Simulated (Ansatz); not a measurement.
An Ansatz (a quantum-chemistry and plane-wave program) run: InN with a change (isotropic strain −1.99 %); PBEsol, PAW, 420 eV (Ansatz; no spin-orbit coupling).

Input:

Ansatz 0.2 input:
```yaml
crystal:
  lattice:
    - [3.4665485224, 0, 0]
    - [-1.7332742612, 3.0021190838, 0]
    - [0, 0, 5.5998556183]
  atoms:
    - { symbol: In, position: [0.6666666667, 0.3333333333, 0.0020299432] }
    - { symbol: In, position: [0.3333333333, 0.6666666667, 0.5020299432] }
    - { symbol: N, position: [0.6666666667, 0.3333333333, 0.6231700568] }
    - { symbol: N, position: [0.3333333333, 0.6666666667, 0.1231700568] }
basis: { ecutwfc: 420, ecutrho_ratio: 4, xc_grid: 2, fft_grid_basis: typed }
kpoints: { mp_grid: { grid: [11, 11, 6] } }
hamiltonian:
  xc: pbesol
  dispersion: none
  pseudopotentials: { kind: paw }
scf: { occupations: { method: fermi_dirac, width: 0.05 }, convergence: { dr2_threshold: 0.0000000004 } }
relax: { f_tol: 0.005, max_steps: 50 }
output: { forces: true, stress: true }
checkpoint: { write: state.ck, write_every: 1000 }
```

Output:

```
Relaxation: its limit of steps is 50 (relax.max_steps)
WARN ansatz: RAYON_NUM_THREADS=1 ignored (pool sized by the plan → 1); use --threads N
Pseudopotentials: kind: paw
Pseudopotential: In, paw, valence charge 13
Pseudopotential: N, paw, valence charge 5
Functional definition: PBEsol
Crystal: 4 atoms, lattice volume = 58.278 Å³
Basis set: ecut = 420 eV, 1105 PW (Γ), exchange–correlation on 48×48×80 points (8 copies of the dense FFT grid, shifted against one another)
Bands: 22, of which v1, the nominal top of the filled ones, is band 18 counted from 1 (17 counted from 0)
Symmetry: 12 space group operations
Space group: P63mc (ITA 186), of the structure as read, at distance tolerance 3.9e-5 Å
k-points: 64 of 726 (time reversal used)
PAW frozen core: In, regenerated for the run's functional, and the local potential with it
PAW frozen core: N, regenerated for the run's functional, and the local potential with it
Initial density: superposition of atomic densities (neutral atoms: chi_scale 0, normalization atom), corrected by the library's trained network
Initial wavefunctions: pseudopotential atomic-orbital guess
Eigensolver: davidson
Functional: x = pbesol(κ = 0.804, μ = 0.12345679012345678), c = pbesol(β = 0.046)
SCF iter   1: F=—  HF=-11807.690781 eV  |F-HF|=—  |Δ(HF+E_count)|=         —  Δρ=1.43e-2  dr2=1.29e-1  ethr=1.77e-3  ⟨swp⟩=6.0  Hψ=6372  notcnv=0
all-band conjugate gradients solve this SCF's bands
preconditioner: auto → Resta (q_TF=auto, 2.518 Å⁻¹)
SCF iter   2: F=—  HF=-11807.660667 eV  |F-HF|=—  |Δ(HF+E_count)|=   3.01e-2  Δρ=5.33e-3  dr2=2.07e-2  ethr=3.60e-4  ⟨swp⟩=2.0  Hψ=2178  notcnv=0
SCF iter   3: F=—  HF=-11807.655597 eV  |F-HF|=—  |Δ(HF+E_count)|=   5.07e-3  Δρ=9.55e-4  dr2=3.48e-4  ethr=5.75e-5  ⟨swp⟩=2.0  Hψ=2020  notcnv=0
SCF iter   4: F=—  HF=-11807.655606 eV  |F-HF|=—  |Δ(HF+E_count)|=   9.48e-6  Δρ=2.41e-4  dr2=3.12e-5  ethr=9.65e-7  ⟨swp⟩=2.5  Hψ=2494  notcnv=0
SCF iter   5: F=—  HF=-11807.655616 eV  |F-HF|=—  |Δ(HF+E_count)|=   9.57e-6  Δρ=6.88e-5  dr2=2.73e-6  ethr=8.68e-8  ⟨swp⟩=2.7  Hψ=2319  notcnv=0
SCF iter   6: F=—  HF=-11807.655621 eV  |F-HF|=—  |Δ(HF+E_count)|=   5.42e-6  Δρ=2.32e-5  dr2=2.70e-7  ethr=7.58e-9  ⟨swp⟩=2.1  Hψ=1979  notcnv=0
SCF iter   7: F=—  HF=-11807.655621 eV  |F-HF|=—  |Δ(HF+E_count)|=   9.33e-9  Δρ=2.12e-6  dr2=2.54e-9  ethr=7.49e-10  ⟨swp⟩=2.0  Hψ=1793  notcnv=0
SCF iter   8: F=-11807.655621 eV  HF=-11807.655621 eV  |F-HF|=2.36e-11  |Δ(HF+E_count)|=   1.99e-9  Δρ=4.01e-7  dr2=1.05e-10  ethr=1.11e-12  ⟨swp⟩=5.0  Hψ=5442  notcnv=0
SCF 1 converged in 8 iterations: F = -11807.655621 eV  dr2 = 1.05e-10
relax step   1: F+E_penalty+E_count = -11807.65562147 eV  Δ(F+E_penalty+E_count) = +0.000e0 eV  max|allowed force component| = 1.604e-3 eV/Å  Δτ_max = 0.0000 Å  (8 SCF iters, accepted)
the relaxation is at rest under the 12 symmetry operations that the run kept from its start: a minimum is not shown …
SCF converged after 8 iterations
Free energy (F): -11807.655621 eV
Harris-Foulkes:  -11807.655621 eV  (|F-HF|=2.36e-11)
Internal energy: -11807.655048 eV  (E = F + TS)
E sigma→0 (E₀):  -11807.655335 eV
Entropy (-TS):   -0.000574 eV (-0.143 meV/atom)
Fermi energy:    10.429064 eV
--- Per-component energies (eV) ---
  E_band       = 21.850655
  E_kinetic    = 751.868727
  E_local      = -2446.719331  (includes V_loc(G=0)·N_el)
  E_nonlocal   = 833.254405
  E_hartree    = 944.126818
  E_xc         = -545.487812
  E_vxc        = -351.541387  (∫ρ·V_xc dr)
  E_paw        = -8419.270997  (= ΣΔE_a)
  E_vpaw       = -653.265393  (= ΣTr[D̂ρ^β])
  E_aug_tail   = 0.000238  (compensation charges beyond the density's cutoff)
  E_ewald      = -2925.955097
  E_core_change = 0.528003  (= ΣΔE_core)
  E_smearing   = -0.000574  (= −TS)
  E_closure    = -0.000000  (closes the sum)
  Σ components = -11807.655621   (vs F -11807.655621, Δ=0.00e0)
  [band-id]    e_kinetic+e_local+e_nonlocal+2·e_hartree+e_vxc+e_vpaw+e_augmentation_tail = 21.850894   (vs E_band 21.850655, Δ=2.39e-4)
--- Forces (eV/Å), atoms counted from 1 ---
  atom   1  In    -0.00000000     0.00000000     0.00160236
  atom   2  In    -0.00000000    -0.00000000     0.00160236
  atom   3  N      0.00000000     0.00000000    -0.00160492
  atom   4  N     -0.00000000    -0.00000000    -0.00160492
  max |Σ_I F_I| component: 5.13e-6 eV/Å
--- Stress (GPa, compression-positive) ---
        9.484407      -0.000000       0.000000
       -0.000000       9.484407       0.000000
        0.000000       0.000000       9.261503
  P = ⅓ Tr σ = 9.4101 GPa (94.101 kbar)
  The stress holds the Pulay correction. Without it, at fixed plane waves, as pw.x and ABINIT print it: P = 9.0036 GPa
  The stress includes an estimate of the error left by incomplete SCF convergence (largest component -0.0001 GPa).
--- Band table ---
  band table: none
--- Relaxed structure (1 steps of the walk, 1 accepted, 0 SCFs on fresh bases) ---
  F+E_penalty+E_count = -11807.65562147 eV   max|allowed force component| = 1.604e-3 eV/Å
  atoms:
    - { symbol: In, position: [0.6666666666666666, 0.3333333333333333, 0.0020299432] }
    - { symbol: In, position: [0.3333333333333333, 0.6666666666666666, 0.5020299432] }
    - { symbol: N, position: [0.6666666666666666, 0.3333333333333333, 0.6231700568] }
    - { symbol: N, position: [0.3333333333333333, 0.6666666666666666, 0.12317005679999998] }
```

A case with no gap was solved on a k-mesh chosen for an insulator, which is coarse for it. Stability against distortions was not tested. All final runs are without spin polarisation. The cell was made from InN in the wurtzite structure (space group P6_3mc, No. 186) by this change: isotropic strain −1.99 %.
